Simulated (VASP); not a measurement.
# Cl (Cmce) in VASP: further runs

Runs on Cl. Level: PBE+D3(BJ). Tasks: relaxation of cell and atoms.

All numbers are computed with VASP 6.6.1; they aren't measurements. Logs are shortened: lines on timing, memory, paths and dates and some standing lists are left out, and cuts for length are marked.

## 1. The structure

Symmetry: Cmce, No. 64, orthorhombic system. The conventional cell has a = 6.290 Å, b = 4.500 Å, c = 8.210 Å, α = 90.00°, β = 90.00°, γ = 90.00°. Cl (site symmetry m) is surrounded by 1 Cl at 2.02 Å.

## 2. Relaxation of cell and atoms, PBE+D3(BJ), target pressure 42 GPa, at which the enthalpy is minimised

INCAR

```
ALGO = Fast
EDIFF = 1E-7
EDIFFG = -0.15
ENCUT = 520
GGA = PE
IBRION = 2
ISIF = 3
ISMEAR = 0
IVDW = 12
LASPH = T
LCHARG = F
LREAL = F
LWAVE = F
NELM = 100
NSW = 80
PREC = Accurate
PSTRESS = 420.0
SIGMA = 0.02
```

KPOINTS

```
k-points
0
Gamma
  8 8 4
```

POSCAR

```
Cl
1.0
    3.1450000000     -2.2500000000      0.0000000000
    3.1450000000      2.2500000000      0.0000000000
    0.0000000000      0.0000000000      8.2100000000
Cl
4
Direct
    0.8700000000      0.1300000000      0.1000000000
    0.6300000000      0.3700000000      0.6000000000
    0.1300000000      0.8700000000      0.9000000000
    0.3700000000      0.6300000000      0.4000000000
```

Potentials or basis: VASP PAW PBE potentials, release 64 (Cl).

Started as:

```console
$ cat potpaw_PBE.64/Cl/POTCAR > POTCAR
$ mpirun -np 1 vasp_std > vasp.out
```

OUTCAR:

```text
EDIFF = 1E-7
   EDIFFG = -0.15
   ENCUT = 520
   GGA = PE
   IBRION = 2
   ISIF = 3
   ISMEAR = 0
   IVDW = 12
   LASPH = T
   LREAL = F
   NELM = 100
   NSW = 80
   PREC = Accurate
   PSTRESS = 420.0
 IVDW          = 12

 ion  position               nearest neighbor table
   1  0.870  0.130  0.100-   3 2.02
   2  0.630  0.370  0.600-   4 2.02
   3  0.130  0.870  0.900-   1 2.02
   4  0.370  0.630  0.400-   2 2.02

  LATTYP: Found a base centered orthorhombic cell.
 ALAT       =     4.5000000000
 B/A-ratio  =     1.3977777778
 C/A-ratio  =     1.8244444444

  Lattice vectors:

 A1 = (  -3.1450000000,  -2.2500000000,   0.0000000000)
 A2 = (   3.1450000000,  -2.2500000000,   0.0000000000)
 A3 = (   0.0000000000,   0.0000000000,   8.2100000000)

Analysis of symmetry for initial positions (statically):
=====================================================================
 Subroutine PRICEL returns:
 Original cell was already a primitive cell.

 Routine SETGRP: Setting up the symmetry group for a
 base centered orthorhombic supercell.

 Subroutine GETGRP returns: Found  8 space group operations
 (whereof  4 operations were pure point group operations)
 out of a pool of  8 trial point group operations.

The static configuration has the point symmetry C_2h.
 The point group associated with its full space group is D_2h.

Analysis of symmetry for dynamics (positions and initial velocities):
=====================================================================
 Subroutine PRICEL returns:
 Original cell was already a primitive cell.

 Routine SETGRP: Setting up the symmetry group for a
 base centered orthorhombic supercell.

 Subroutine GETGRP returns: Found  8 space group operations
 (whereof  4 operations were pure point group operations)
 out of a pool of  8 trial point group operations.

The dynamic configuration has the point symmetry C_2h.
 The point group associated with its full space group is D_2h.

 Subroutine INISYM returns: Found  8 space group operations
 (whereof  4 operations are pure point group operations),
 and found     1 'primitive' translations

----------------------------------------------------------------------------------------

                                     Primitive cell

  volume of cell :     116.1920

  direct lattice vectors                    reciprocal lattice vectors
     3.145000000 -2.250000000  0.000000000     0.158982512 -0.222222222  0.000000000
     3.145000000  2.250000000  0.000000000     0.158982512  0.222222222  0.000000000
     0.000000000  0.000000000  8.210000000     0.000000000  0.000000000  0.121802680

  length of vectors
     3.866978795  3.866978795  8.210000000     0.273236445  0.273236445  0.121802680

  position of ions in fractional coordinates (direct lattice)
     0.870000000  0.130000000  0.100000000
     0.630000000  0.370000000  0.600000000
     0.130000000  0.870000000  0.900000000
     0.370000000  0.630000000  0.400000000

  ion indices of the primitive-cell ions
   primitive index   ion index
                 1           1
                 2           2
                 3           3
                 4           4

----------------------------------------------------------------------------------------

 KPOINTS: k-points

Automatic generation of k-mesh.
 Grid dimensions read from file:
 generate k-points for:    8    8    4

 Generating k-lattice:

  Cartesian coordinates                     Fractional coordinates (reciprocal lattice)
     0.019872814 -0.027777778  0.000000000     0.125000000  0.000000000  0.000000000
     0.019872814  0.027777778  0.000000000     0.000000000  0.125000000  0.000000000
     0.000000000  0.000000000  0.030450670     0.000000000  0.000000000  0.250000000

  Length of vectors
     0.034154556  0.034154556  0.030450670

  Shift w.r.t. Gamma in fractional coordinates (k-lattice)
     0.000000000  0.000000000  0.000000000

 Subroutine IBZKPT returns following result:
 ===========================================

 Found     63 irreducible k-points:

 Following reciprocal coordinates:
            Coordinates               Weight
  0.000000  0.000000  0.000000      1.000000
  0.125000  0.000000  0.000000      4.000000
  0.250000  0.000000  0.000000      4.000000
  0.375000  0.000000  0.000000      4.000000
  0.500000  0.000000  0.000000      2.000000
  0.125000  0.125000  0.000000      2.000000
[... 16 lines left out ...]
  0.125000  0.000000  0.250000      8.000000
  0.250000  0.000000  0.250000      8.000000
 [... further k-points ...]
   k-points           NKPTS =     63   k-points in BZ     NKDIM =     63   number of bands    NBANDS=     18
   number of dos      NEDOS =    301   number of ions     NIONS =      4
   total plane-waves  NPLWV =  57600
   dimension x,y,z NGX =    30 NGY =   30 NGZ =   64
   dimension x,y,z NGXF=    60 NGYF=   60 NGZF=  128
   ions per type =               4
   NGX,Y,Z   is equivalent  to a cutoff of  12.90, 12.90, 12.96 a.u.
   NGXF,Y,Z  is equivalent  to a cutoff of  25.79, 25.79, 25.92 a.u.
 SYSTEM =  unknown system
   PREC   = accura    normal or accurate (medium, high low for compatibility)
   ISTART =      0    job   : 0-new  1-cont  2-samecut
   ICHARG =      2    charge: 1-file 2-atom 10-const
   ISPIN  =      1    spin polarized calculation?
   LNONCOLLINEAR =      F non collinear calculations
   LSORBIT =      F    spin-orbit coupling
   LASPH  =      T    aspherical Exc in radial PAW
   ENCUT  =  520.0 eV  38.22 Ry    6.18 a.u.   7.19  7.19 15.27*2*pi/ulx,y,z
   NELM   =    100;   NELMIN=  2; NELMDL= -5     # of ELM steps
   EDIFF  = 0.1E-06   stopping-criterion for ELM
   LREAL  =      F    real-space projection
   EDIFFG = -.1E+00   stopping-criterion for IOM
   NSW    =     80    number of steps for IOM
   IBRION =      2    ionic relax: 0-MD 1-quasi-New 2-CG
   NFREE  =      1    steps in history (QN), initial steepest desc. (CG)
   ISIF   =      3    stress and relaxation
   ISYM   =      2    0-nonsym 1-usesym 2-fastsym
   POTIM  = 0.5000    time-step for ionic-motion
   TEBEG  =    0.0;   TEEND  =   0.0 temperature during run
   PSTRESS=  420.0 pullay stress
   NELECT =      28.0000    total number of electrons
   NUPDOWN=      -1.0000    fix difference up-down
   EMIN   =  10.00;   EMAX   =-10.00  energy-range for DOS
   EFERMI =   0.00;   METHOD = LEGACY
   ISMEAR =     0;   SIGMA  =   0.02  broadening in eV -4-tet -1-fermi 0-gaus
   EFERMI_NEDOS =   21; number of points for ismear=-14 and -15
   IALGO  =     68    algorithm
   IMIX   =      4    mixing-type and parameters
     AMIX     =   0.40;   BMIX     =  1.00
     AMIX_MAG =   1.60;   BMIX_MAG =  1.00
  volume/ion in A,a.u.               =      29.05       196.03
  Fermi-wavevector in a.u.,A,eV,Ry     =   1.018753  1.925163 14.120900  1.037857
  Thomas-Fermi vector in A             =   2.152228
   LORBIT       =      0    0 simple, 1 ext, 2 COOP (PROOUT), +10 PAW based schemes
   GGA     = PE    functional components
   LHFCALC =     F    Hartree Fock is set to
   AEXX    =    0.0000 exact exchange contribution
   IVDW    =    12    specifies the selected vdW correction
   LEPSILON=     F    determine dielectric tensor
   LRPA    =     F    only Hartree local field effects (RPA)
 conjugate gradient relaxation of ions
 non-spin polarized calculation
 RMM-DIIS sequential band-by-band and
 Gauss-broadening in eV      SIGMA  =   0.02
  energy-cutoff  :      520.00
  volume of cell :      116.19
 maximum number of plane-waves:      3157
 NGX is ok and might be reduce to    30
   NGX = 15   NGY = 15   NGZ = 31

--------------------------------------- Ionic step        1  -------------------------------------------

 number of electron      27.9999999 magnetization

 Free energy of the ion-electron system (eV)
  ---------------------------------------------------
  ext. energy  EPLUGINS =         0.00000000
  ---------------------------------------------------
  free energy    TOTEN  =        -7.31313891 eV

  energy without entropy =       -7.31313891  energy(sigma->0) =       -7.31313891

 E-fermi :  -0.4703     XC(G=0):  -7.7352

 val. band max:       -0.6215216155   @ k =   0.5000   0.5000   0.0000
 cond. band min:       1.9130360871   @ k =   0.1250   0.0000   0.0000
 fundamental gap:      2.5345577027
 Fermi energy:        -0.4703384122

 k-point     1 :       0.0000    0.0000    0.0000
  band No.  band energies     occupation
      1     -17.2017      2.00000
      2     -16.9988      2.00000
      3     -13.2256      2.00000
      4     -12.6883      2.00000
      5      -5.9059      2.00000
      6      -5.1083      2.00000
[... 481 lines left out ...]
      5      -5.7940      2.00000
      6      -5.3419      2.00000
[... 10 lines left out ...]
     17       7.3318      0.00000
     18       7.6520      0.00000

 [... further k-points ...]

------------------------ aborting loop because EDIFF is reached ----------------------------------------

 Edisp (eV)   -0.60378

 E8    (eV) :    -0.2025
[... 119 lines left out ...]
  energy  without entropy=       -6.2910081818  energy(sigma->0) =       -6.29100818

  enthalpy is  TOTEN    =        14.7613549647 eV   P V=       21.0523631465

 E-fermi :   4.0854     XC(G=0):  -9.7188

 val. band max:        3.9766734604   @ k =   0.5000   0.0000   0.5000
 cond. band min:       7.5478593567   @ k =   0.5000   0.5000   0.5000
 fundamental gap:      3.5711858963
 Fermi energy:         4.0853941090

 k-point     1 :       0.0000    0.0000    0.0000
  band No.  band energies     occupation
      1     -16.3438      2.00000
      2     -15.9285      2.00000
      3      -9.7391      2.00000
      4      -7.8895      2.00000
      5      -3.8478      2.00000
      6      -1.7432      2.00000
[... 481 lines left out ...]
      5      -3.6766      2.00000
      6      -2.3310      2.00000
[... 10 lines left out ...]
     17      11.4299      0.00000
     18      11.7622      0.00000

 [... further k-points ...]

 E-fermi :  16.6685     XC(G=0): -13.9516

 val. band max:       16.6314035826   @ k =   0.1250   0.1250   0.2500
 cond. band min:      16.6690323228   @ k =   0.3750   0.0000   0.2500
 fundamental gap:      0.0376287401
 Fermi energy:        16.6684682371

 k-point     1 :       0.0000    0.0000    0.0000
  band No.  band energies     occupation
      1      -9.5547      2.00000
      2      -7.1645      2.00000
      3      -4.9194      2.00000
      4       2.9689      2.00000
      5       4.2426      2.00000
      6      10.2471      2.00000
[... 481 lines left out ...]
      5       4.7359      2.00000
      6       5.8173      2.00000
[... 10 lines left out ...]
     17      23.7290      0.00000
     18      24.6350      0.00000

 [... further k-points ...]

[... ionic steps 4 to 15 ...]

--------------------------------------- Ionic step       16  -------------------------------------------

 number of electron      27.9999996 magnetization

------------------------ aborting loop because EDIFF is reached ----------------------------------------
[... 83 lines left out ...]
--------------------------------------- Ionic step       18  -------------------------------------------

 number of electron      27.9999998 magnetization

 Free energy of the ion-electron system (eV)
  ---------------------------------------------------
  ext. energy  EPLUGINS =         0.00000000
  ---------------------------------------------------
  free energy    TOTEN  =        -3.28783088 eV

  energy without entropy =       -3.28783088  energy(sigma->0) =       -3.28783088

 E-fermi :   8.1182     XC(G=0): -11.5405

 val. band max:        8.0007017127   @ k =   0.5000   0.0000   0.5000
 cond. band min:       9.1757610755   @ k =   0.5000   0.5000   0.5000
 fundamental gap:      1.1750593628
 Fermi energy:         8.1181858598

 k-point     1 :       0.0000    0.0000    0.0000
  band No.  band energies     occupation
      1     -12.2668      2.00000
      2     -10.6189      2.00000
      3      -8.7866      2.00000
      4      -4.5208      2.00000
      5      -0.5872      2.00000
      6       3.1943      2.00000
[... 481 lines left out ...]
      5      -0.3038      2.00000
      6       1.1193      2.00000
[... 10 lines left out ...]
     17      15.9886      0.00000
     18      16.2594      0.00000

 [... further k-points ...]

------------------------ aborting loop because EDIFF is reached ----------------------------------------

 Edisp (eV)   -1.33535

 E8    (eV) :    -0.4516
[... 31 lines left out ...]
  energy  without entropy=       -4.6231857736  energy(sigma->0) =       -4.62318577

  enthalpy is  TOTEN    =        10.0529676010 eV   P V=       14.6761533746

 reached required accuracy - stopping structural energy minimisation
```

Run time: 15 min. Hardware: 1 thread of Intel Xeon 6975P-C (Granite Rapids), shared host; peak memory 0.32 GiB.

Results:

| Quantity | Value |
| --- | --- |
| Free energy | -4.6232 eV |
| Relaxed volume | 14.00 Å³/atom |
| Relaxed cell | a = 2.931 Å, b = 2.931 Å, c = 7.015 Å, α = 90.00°, β = 90.00°, γ = 68.26° |
| Space group after relaxing (to 0.05 Å) | Cmce (No. 64) |
| Energy change on relaxing (the enthalpy is what falls) | +823.4 meV/atom |
| Ionic steps | 18 |
| Pressure after relaxing | 42.2 GPa |
| Largest force after relaxing | 0.100 eV/Å |
| Band gap on the k mesh | 1.18 eV, indirect (least direct gap 1.93 eV) |
| Dispersion energy per atom | -0.334 eV |

Forces in eV/Å, atoms in the order of the input:
```
Cl   0.000 -0.097  0.023
Cl   0.000  0.097  0.023
Cl   0.000  0.097 -0.023
Cl   0.000 -0.097 -0.023
```

The path:
```
step  energy change (eV)  largest force (eV/Å)  pressure (GPa)  volume (Å³)
   1              0.0000                0.1588           -0.74       116.19
   2             64.9840              107.5815          809.67        28.52
   3              1.6259                6.5013           21.62        80.31
   4              2.3581                8.1886           28.88        75.73
   5              3.7105               10.9665           41.97        69.68
   6             16.0171                4.5251          187.79        36.86
   7              4.3247                4.2649           59.12        55.12
   8              4.8982                2.8903           66.05        52.45
   9              1.8245                0.9253           19.55        64.54
  10              2.9819                0.5647           39.41        57.78
  11              3.0263                0.6090           40.14        57.61
  12              3.1966                0.4162           41.68        56.77
  13              3.5116                0.3186           44.72        55.44
  14              3.3386                0.1955           42.50        55.94
  15              3.1280                0.1857           39.58        56.67
  16              3.3460                0.2633           43.32        55.82
  17              3.2445                0.1720           41.64        56.19
  18              3.2937                0.0998           42.24        55.99
```

Final structure:
```
Cl
1.0
     2.42633   -1.64461    0.00000
     2.42633    1.64461    0.00000
     0.00000    0.00000    7.01507
Cl
4
Direct
  0.82759 0.17241 0.11852
  0.67241 0.32759 0.61852
  0.17241 0.82759 0.88148
  0.32759 0.67241 0.38148
```

Caveat: the cell is relaxed towards a set pressure, so the enthalpy falls and the energy may rise; the volume moved by over 15 % at a fixed basis, so the end points are rough; the relaxation stopped at a loose force limit of 0.15 eV/Å, so its end isn't a converged minimum. As with any semilocal functional, this PBE gap is likely too small.

(Continued in part 2 of 2.)
